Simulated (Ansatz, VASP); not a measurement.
## Two plane-wave programs on I

The input INCAR:

```
  PREC = Accurate
  ENCUT = 520
  EDIFF = 1E-7
  ISMEAR = -1
  SIGMA = 0.05
  LREAL = F
  LASPH = T
  NELM = 60
  ALGO = Normal
  ISIF = 2
  LWAVE = F
  LCHARG = F
  GGA = PE
  NBANDS = 10
```

File KPOINTS:

```
regular mesh
0
Gamma
  9 9 9
```

The input POSCAR:

```
I
1.0
    0.0000000000      2.3812671275      3.9357338680
    2.2067640717      0.0000000000      3.9357338680
    2.2067640717      2.3812671275      0.0000000000
I
1
Direct
    0.0000000000      0.0000000000      0.0000000000
```

input.yaml

```yaml
crystal:
  lattice:
    - [0.0, 2.3812671275, 3.935733868]
    - [2.2067640717, 0.0, 3.935733868]
    - [2.2067640717, 2.3812671275, 0.0]
  atoms:
    - { symbol: I, position: [0.0, 0.0, 0.0] }
hamiltonian:
  xc: pbe
  pseudopotentials: { kind: paw }
kpoints:
  mp_grid: { grid: [9, 9, 9] }
scf:
  occupations: { method: fermi_dirac, width: 0.05 }
output:
  forces: true
  stress: true
  eigenvalues: true
```

Change from the starting cell: volume scaled by 1.02.

Alike in both runs: task single point; functional PBE; k mesh 9 × 9 × 9; occupations fermi-dirac, width 0.05 eV; no spin polarisation.

|  | VASP | Ansatz |
| --- | --- | --- |
| version | VASP 6.6.1 | Ansatz 0.2.0 |
| potentials or method | VASP PAW PBE potentials, release 64 (I) | Ansatz PAW |
| plane-wave cutoff (eV) | 520 | 420 |
| valence electrons in the cell | 7 | 17 |

VASP gave:

```
gap on the k mesh at the Fermi level (eV)       : none
pressure (GPa)                                  : -0.1
largest component of the traceless stress (GPa) : 0.76
```

Task: Estimate Ansatz's values.

Result: gap on the k mesh at the Fermi level (eV): none; pressure (GPa): 0.0; largest component of the traceless stress (GPa): 0.73.

A gap of «none» marks a metal or a gap that the smearing closes. The functional is the same, so the differences come from potentials, cutoffs and numerics. The two sets of potentials don't hold the same shells in valence.

Caveats: an odd number of electrons without spin polarisation forces a metal; a magnetic or distorted state may lie lower. Spin-orbit coupling is left out, which matters for the levels of I.
